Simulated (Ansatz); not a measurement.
# 1T-SiSSe monolayer in a perpendicular field, part 2 of 2

Wanted: the out-of-plane response of the 1T-SiSSe monolayer. A positive field points along +c.

Ansatz 0.2.0; plane-wave DFT, LDA, Ansatz PAW (the session's first sound run).

So far, equivalent conductor thickness p/(ε₀AE) (Å): step 8 (response, atoms held) 4.84; step 11 (ions relaxed) 4.90.

**12. Same geometry, cutoff 420 eV, functional LDA**

This step: plane-wave DFT, LDA, Ansatz PAW (Ansatz 0.2.0).

The geometry is kept and the functional is LDA; other changes against the main runs: SCF threshold 1.0e-10 → 1.0e-09 eV and k-mesh 18×18×1 → 6×6×1.

Input file input.yaml:

```yaml
crystal:
  lattice:
    - [3.3431803024, 0.0, 0.0]
    - [-1.6715901512, 2.8952790713, 0.0]
    - [0.0, 0.0, 20.736355663]
  atoms:
    - { symbol: Se, position: [0.6666666667, 0.3333333333, 0.4340203335] }
    - { symbol: Si, position: [0.0, 0.0, 0.5036303185] }
    - { symbol: S, position: [0.3333333333, 0.6666666667, 0.5659796665] }
kpoints:
  mp_grid: { grid: [6, 6, 1] }
hamiltonian:
  xc: lda
scf:
  occupations: { method: fermi_dirac, width: 0.02585 }
  convergence: { dr2_threshold: 1.0e-09 }
efield:
  axis: 3
  dipole_correction: true
  ramp_position: 0.97
  ramp_width: 0.06
  amplitude: 0.1
output:
  write_potential: true
  write_density: true
  volumetric_format: npy
```

The run is started by

```bash
ansatz run input.yaml --threads 2 --pin off --max-ram 3072MiB --backend cpu --events-out ev --progress --plain --runs-dir out
```

Elapsed: 1.5 s, on 2 threads of Intel Xeon Platinum 8488C (Sapphire Rapids), shared host; peak memory 0.41 GiB; 2.7 s of CPU time.

Numbers from this step:

| Quantity | Value |
| --- | --- |
| dipole along the normal | 0.01035 e·Å |

The dipole is 0.0104 e·Å.

**13. Same geometry, cutoff 420 eV, functional LDA (run 2)**

The same run in the opposite field.

Changes to input.yaml since step 12:

```diff
@@ -21,3 +21,3 @@
   ramp_width: 0.06
-  amplitude: 0.1
+  amplitude: -0.1
 output:
```

The job ended after 1.5 s (2 threads; peak memory 0.41 GiB).

The dipole is -0.0414 e·Å.

**14. Response at this level**

This step: plane-wave DFT, LDA, Ansatz PAW; response to a field along the normal, atoms held (Ansatz 0.2.0).

The two signs of the field give the slope at this level.

Numbers from this step:

| Item | Value |
| --- | --- |
| equivalent conductor thickness p/(ε₀AE) | 4.839 Å |
| distance between the outer atoms | 2.736 Å |

The induced dipole is that of a conductor 4.84 Å thick.

**15. Same geometry, cutoff 420 eV, functional PBE**

This step: plane-wave DFT, PBE, Ansatz PAW (Ansatz 0.2.0).

The geometry is kept and the functional is PBE; other changes against the main runs: SCF threshold 1.0e-10 → 1.0e-09 eV and k-mesh 18×18×1 → 6×6×1.

Changes to input.yaml since step 13:

```diff
@@ -12,3 +12,3 @@
 hamiltonian:
-  xc: lda
+  xc: pbe
 scf:
@@ -21,3 +21,3 @@
   ramp_width: 0.06
-  amplitude: -0.1
+  amplitude: 0.1
 output:
```

Wall time 1.6 s (2 threads); peak memory 0.42 GiB.

The dipole is 0.00827 e·Å.

**16. Same geometry, cutoff 420 eV, functional PBE (run 2)**

Changes to input.yaml since step 15:

```diff
@@ -21,3 +21,3 @@
   ramp_width: 0.06
-  amplitude: 0.1
+  amplitude: -0.1
 output:
```

Wall time 1.5 s (2 threads); peak memory 0.42 GiB.

The dipole is -0.0434 e·Å.

**17. Response at this level**

This step: plane-wave DFT, PBE, Ansatz PAW; response to a field along the normal, atoms held (Ansatz 0.2.0).

The induced dipole is that of a conductor 4.83 Å thick.

**18. Same geometry, cutoff 500 eV, functional r2SCAN**

This step: plane-wave DFT, r2SCAN, Ansatz PAW (Ansatz 0.2.0).

The geometry is kept and the functional is r2SCAN; other changes against the main runs: SCF threshold 1.0e-10 → 1.0e-09 eV, cutoff 420 → 500 and k-mesh 18×18×1 → 6×6×1.

Changes to input.yaml since step 16:

```diff
@@ -12,3 +12,3 @@
 hamiltonian:
-  xc: pbe
+  xc: r2scan
 scf:
@@ -21,3 +21,3 @@
   ramp_width: 0.06
-  amplitude: -0.1
+  amplitude: 0.1
 output:
```

Run time: 4.9 s. Hardware: 2 threads; peak memory 0.73 GiB; 9.5 s of CPU time.

The dipole is 0.00968 e·Å.

**19. Same geometry, cutoff 500 eV, functional r2SCAN (run 2)**

Changes to input.yaml since step 18:

```diff
@@ -21,3 +21,3 @@
   ramp_width: 0.06
-  amplitude: 0.1
+  amplitude: -0.1
 output:
```

It took 6 s on 2 threads; peak memory 0.74 GiB.

The dipole is -0.0413 e·Å.

**20. Response at this level**

This step: plane-wave DFT, r2SCAN, Ansatz PAW; response to a field along the normal, atoms held (Ansatz 0.2.0).

The induced dipole is that of a conductor 4.76 Å thick.

**21. Same geometry, cutoff 420 eV, functional HSE06**

This step: plane-wave DFT, HSE06, Ansatz PAW (Ansatz 0.2.0).

The geometry is kept and the functional is HSE06; other changes against the main runs: SCF threshold 1.0e-10 → 1.0e-09 eV and k-mesh 18×18×1 → 6×6×1.

Changes to input.yaml since step 19:

```diff
@@ -12,3 +12,3 @@
 hamiltonian:
-  xc: r2scan
+  xc: hse06
 scf:
@@ -21,3 +21,3 @@
   ramp_width: 0.06
-  amplitude: -0.1
+  amplitude: 0.1
 output:
```

Wall time 23 s (2 threads); peak memory 2.1 GiB.

A gap read on the k-mesh alone can miss the band edges.

The dipole is 0.00923 e·Å.

**22. Same geometry, cutoff 420 eV, functional HSE06 (run 2)**

Changes to input.yaml since step 21:

```diff
@@ -21,3 +21,3 @@
   ramp_width: 0.06
-  amplitude: 0.1
+  amplitude: -0.1
 output:
```

The job ended after 24 s (2 threads; peak memory 2.1 GiB).

The dipole is -0.0417 e·Å.

**23. Side by side**

Times are for 2 threads of Intel Xeon Platinum 8488C (Sapphire Rapids), shared host. The runs compared:

| no. | functional | field | dipole along the normal (e·Å) | time | memory (GiB) |
| --- | --- | --- | --- | --- | --- |
| 1 | lda | 0.1 V/Å | 0.01035 | 1.5 s | 0.41 |
| 2 | lda | -0.1 V/Å | -0.04142 | 1.5 s | 0.41 |
| 3 | pbe | 0.1 V/Å | 0.008267 | 1.6 s | 0.42 |
| 4 | pbe | -0.1 V/Å | -0.04336 | 1.5 s | 0.42 |
| 5 | r2scan | 0.1 V/Å | 0.009676 | 4.9 s | 0.73 |
| 6 | r2scan | -0.1 V/Å | -0.04126 | 6 s | 0.74 |
| 7 | hse06 | 0.1 V/Å | 0.009233 | 23 s | 2.1 |
| 8 | hse06 | -0.1 V/Å | -0.04167 | 24 s | 2.1 |

**24. Response at this level**

This step: plane-wave DFT, HSE06, Ansatz PAW; response to a field along the normal, atoms held (Ansatz 0.2.0).

The induced dipole is that of a conductor 4.76 Å thick.

**25. A changed input**

This step: plane-wave DFT, LDA, Ansatz PAW (Ansatz 0.2.0).

An input spoilt on purpose, to show how the run answers: it repeats the earlier run at 0.1 V/Å with basis.ecutwfc to 30, and scf.max_iter set to 80.

input.yaml, the sections that differ from step 22:

```yaml
kpoints:
  mp_grid: { grid: [18, 18, 1] }
  band_path:
    path: [[0, 0, 0], [0.5, 0, 0], [0.33333333, 0.33333333, 0], [0, 0, 0]]
    npoints: 16
hamiltonian:
  xc: lda
scf:
  occupations: { method: fermi_dirac, width: 0.02585 }
  convergence: { dr2_threshold: 1.0e-10 }
  max_iter: 80
efield:
  axis: 3
  dipole_correction: true
  ramp_position: 0.97
  ramp_width: 0.06
  amplitude: 0.1
basis:
  ecutwfc: 30
# crystal, output: as in step 22
```

The job ended after 0.95 s (2 threads; peak memory 0.3 GiB).

| quantity | this run | earlier run | difference |
| --- | --- | --- | --- |
| dipole along the normal (e·Å) | 0.2679 | 0.01029 | 0.26 |

It moves by +0.258 e·Å.

With this change the program also warns of density in the ramp of the sawtooth; these numbers are not the system's.

**26. Varying the input: efield.amplitude = 0.3**

Another changed input: it repeats the earlier run at 0.1 V/Å with efield.amplitude from 0.1 to 0.3.

Changes to input.yaml since step 25:

```diff
@@ -19,3 +19,2 @@
   convergence: { dr2_threshold: 1.0e-10 }
-  max_iter: 80
 efield:
@@ -25,3 +24,3 @@
   ramp_width: 0.06
-  amplitude: 0.1
+  amplitude: 0.3
 output:
@@ -30,3 +29 @@
   volumetric_format: npy
-basis:
-  ecutwfc: 30
```

Elapsed: 8.9 s, on 2 threads; peak memory 0.52 GiB.

Numbers from this step:

```
dipole along the normal            : 0.06215 e·Å
gap along the path                 : 0.5555 eV
smallest direct gap along the path : 1.368 eV
gap, the smaller of path and mesh  : 0.5555 eV
```

Electronic bands along the path, in eV, zero at the Fermi level of the run, which the smearing sets inside the gap:

| point | band 10 | band 11 | band 12 | band 13 | band 14 | band 15 | band 16 | band 17 |
| --- | --- | --- | --- | --- | --- | --- | --- | --- |
| Γ | -1.51 | -1.51 | -0.34 | -0.34 | 2.50 | 3.61 | 4.21 | 4.28 |
| halfway | -3.19 | -2.88 | -1.68 | -0.59 | 1.80 | 4.32 | 5.17 | 5.45 |
| M | -3.66 | -3.36 | -1.77 | -1.10 | 0.26 | 3.92 | 4.51 | 5.37 |
| halfway | -4.98 | -3.78 | -1.96 | -1.60 | 1.65 | 4.84 | 5.24 | 5.55 |
| K | -5.41 | -5.11 | -1.88 | -1.70 | 1.98 | 5.31 | 5.52 | 6.59 |
| halfway | -4.51 | -2.51 | -2.02 | -1.19 | 2.70 | 4.47 | 5.09 | 5.80 |
| Γ | -1.51 | -1.51 | -0.34 | -0.34 | 2.50 | 3.61 | 4.21 | 4.28 |

| quantity | this run | earlier run | difference |
| --- | --- | --- | --- |
| dipole along the normal (e·Å) | 0.06215 | 0.01029 | 0.052 |
| gap along the path (eV) | 0.5555 | 0.5452 | 0.010 |
| smallest direct gap along the path (eV) | 1.368 | 1.364 | 0.0047 |

The applied field differs, and the slope found earlier predicts a dipole of 0.0621 e·Å; this run gives 0.0621 e·Å, in line with it.

Besides the dipole, what moves beyond 0.01 in its unit (for the dipole 0.5 % and 5e-5 e·Å): gap along the path (+0.0104 eV).

**27. What came out**

```
gap without field                             : 0.540 eV
ionisation energy, upper face                 : 6.06 eV
electron affinity, upper face                 : 5.52 eV
step between the vacuum levels                : 0.292 eV
equivalent conductor thickness, atoms held    : 4.84 Å
equivalent conductor thickness, atoms relaxed : 4.90 Å
equivalent conductor thickness, LDA           : 4.84 Å
equivalent conductor thickness, PBE           : 4.83 Å
equivalent conductor thickness, r2SCAN        : 4.76 Å
equivalent conductor thickness, HSE06         : 4.76 Å
```

**Reading.** The induced dipole equals that of a perfect conductor 4.84 Å thick, while the outer atoms lie 2.74 Å apart; an out-of-plane ε follows only once a thickness t is chosen, by 1 − 1/ε = 4.84 Å / t. The two faces differ: the vacuum level above lies 0.29 eV higher than the one below. The gap goes from 0.54 eV to 0.57 eV at 0.5 V/Å. Letting the atoms follow the field adds 0.06 Å to the equivalent conductor thickness: the ionic part of the response. Across the functionals the thickness runs from 4.76 to 4.84 Å; those runs use a coarser k-mesh, so they are to be compared with each other. Semilocal functionals give gaps that are too small, and excitons are not included. Spin-orbit coupling is left out.

[Logs are printed without paths, hosts, clocks, repeated set-up lines and the standing remarks that a program may print on its own settings, such as how far it seeks lower states.]

[Hosts, paths, dates, database ids (printed as entryN), source tags and the programs' standing remarks are cut or masked in the printed files.]

[Maps of the electrostatic potential energy from Ansatz leave out the sawtooth potential of an applied field or a dipole correction, so their vacuum need not be flat; planar profiles and work functions include it.]
